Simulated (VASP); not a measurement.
A run of VASP 6.6.1:

File INCAR:

```
SYSTEM = As2Pt
ALGO = Normal
EDIFF = 1E-7
EDIFFG = -0.005
ENCUT = 600
GGA = PE
IBRION = 2
ISIF = 3
ISMEAR = 0
KPAR = 4
LASPH = .TRUE.
LCHARG = .FALSE.
LREAL = .FALSE.
LWAVE = .FALSE.
NELM = 80
NSW = 90
PREC = Accurate
SIGMA = 0.03
```

The input KPOINTS:

```
k-points
0
G
  6 6 6
  0 0 0
```

Contents of POSCAR:

```
As2Pt                                   
1.0
    6.0584561381      0.0000000000     -0.0000000000
    0.0000000000      6.0584561381      0.0000000000
    0.0000000000      0.0000000000      6.0584561381
  As              Pt            
     8     4
Direct
     0.3832953093357450    0.3832953093357450    0.3832953093357450
     0.1167046906642550    0.6167046906642549    0.8832953093357451
     0.8832953093357451    0.1167046906642550    0.6167046906642549
     0.6167046906642549    0.8832953093357451    0.1167046906642550
     0.6167046906642549    0.6167046906642549    0.6167046906642549
     0.8832953093357451    0.3832953093357450    0.1167046906642550
     0.1167046906642550    0.8832953093357451    0.3832953093357450
     0.3832953093357450    0.1167046906642550    0.8832953093357451
     0.0000000000000000    0.0000000000000000    0.0000000000000000
     0.5000000000000000    0.0000000000000000    0.5000000000000000
     0.5000000000000000    0.5000000000000000    0.0000000000000000
     0.0000000000000000    0.5000000000000000    0.5000000000000000
```

Potentials or basis: VASP PAW PBE potentials, release 64 (As, Pt).

Command:

```bash
$ cat potpaw_PBE.64/As/POTCAR potpaw_PBE.64/Pt/POTCAR > POTCAR
$ mpirun -np 4 vasp_std > vasp.out
```

Hardware: 4 MPI ranks on Intel(R) Xeon(R) Platinum 8488C (Sapphire Rapids), with other jobs on the host.

**Question.** How long does it take, and how much memory?

**Answer.** Run time: 74 s on 4 MPI ranks on Intel(R) Xeon(R) Platinum 8488C (Sapphire Rapids), with other jobs on the host, peak memory 0.47 GiB a rank. Counts: scf iterations 16, k points 24, ion steps 1.
